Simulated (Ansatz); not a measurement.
Starting cell, CsPbI3 (cubic perovskite):

```
CsPbI3
1.0
    6.33267     0.00000     0.00000
    0.00000     6.33267     0.00000
    0.00000     0.00000     6.33267
Cs Pb I
1 1 3
Cartesian
  0.00000   0.00000   0.00000
  3.16634   3.16634   3.16634
  0.00000   3.16634   3.16634
  3.16634   3.16634   0.00000
  3.16634   0.00000   3.16634
```

In each cell atom 4 (I, nearest neighbour Pb at 3.166 Å; its periodic images, 6.3 Å or more away, move with it) moves by s·(0.577, 0.577, 0.577) (along Cartesian [111]), the rest being held.

All values below come from r2SCAN (plane waves to 500 eV, PAW, scalar-relativistic; Ansatz, a program for electronic structure). k mesh 4×4×4 (Γ-centred), Fermi-Dirac smearing 0.05 eV. Energies are smeared free energies. On this mesh the relaxed cell isn't quite at rest: it carries a pressure of 0.1 GPa (compression positive) at the zero of the scan. CsPbI3 was relaxed with its symmetry unable to fall. Spin-orbit coupling is left out, though I and Pb are heavy. This is a high-temperature form of CsPbI3. The zero of ΔE is the undisplaced structure.

```tsv
s (Å)	ΔE (meV/cell)
-0.320	40.2
-0.256	withheld
-0.192	13.1
-0.128	5.6
-0.064	1.4
0.000	0.0
0.064	1.4
0.128	5.6
0.192	13.1
0.256	withheld
0.320	40.2
```

Task: Fit an even polynomial form (powers 2, 4) to the given rows and predict ΔE at s = 0.256.

Result: Least squares on the 9 given rows: ΔE = (334.0)·s² + (572.6)·s⁴, in meV/cell with s in Å; root-mean-square residual 0.02 meV/cell. At 0.256 the fit gives 24.3 meV/cell; the calculation gives 24.4 meV/cell, so the interpolation is off by -0.1 (-0.4 %). The quadratic term alone would give 21.9 meV/cell.

(A displaced cell: forces are minus the slopes of the energy, force constants its curvatures, and phonons follow from these.)
